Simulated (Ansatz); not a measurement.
Sn: from a trial structure to a relaxed crystal

All numbers below come from DFT PBE, scalar-relativistic, plane waves, PAW in Ansatz. Cutoff 420 eV, Γ-centred k mesh, Gaussian smearing, no spin polarisation in the final step.

Sn was placed on the graphite structure type (P6_3/mmc, No. 194), at a guessed volume.

```xyz
4
Lattice="4.0167 0.0000 0.0000 -2.0083 3.4785 0.0000 0.0000 0.0000 10.9397" Properties=species:S:1:pos:R:3 pbc="T T T"
Sn    0.0000    0.0000    2.7349
Sn    0.0000    0.0000    8.2048
Sn    0.0000    2.3190    8.2048
Sn    2.0083    1.1595    2.7349
```

Cell and atoms relax at zero pressure; the relaxation can't lower the symmetry of the start. After a coarse first stage the cell is made exact in the group found at 0.06 Å.

Energies count from the standard state of Sn at the same level.

Task: What does it relax into?

Result: It keeps P6_3/mmc (No. 194), but not the shape of the type it started on. Conventional cell: a = 5.105 Å, c = 6.086 Å. Sn on Wyckoff site b (2 atoms of the primitive cell) has 5 Sn at 2.95–3.04 Å; around Sn on Wyckoff site d (2 atoms of the primitive cell) lie 3 Sn at 2.95 Å.

Space group P6_3/mmc (No. 194). a = 5.105 Å, b = 5.105 Å, c = 6.086 Å, α = 90.00°, β = 90.00°, γ = 120.00°
```
atom site symmetry x y z
  Sn    2b      -6m2  0.0000  0.0000  0.2500
  Sn    2d      -6m2  0.3333  0.6667  0.7500
```

Task: What are its volume, energy, density and gap?

Result: The volume per atom is 34.34 Å³. The density is 5.74 g/cm³, the energy over the standard structure is 0.30 eV/atom and the gap on the 12×12×8 mesh is 0 eV (a metal).

The final run used a 12×12×8 mesh on its 4-atom cell and 0.10 eV smearing. The k mesh leaves about 4 meV/atom of noise in metals. A structure relaxed within its symmetry needn't be a true minimum. The steps took roughly 5 core-minutes in all.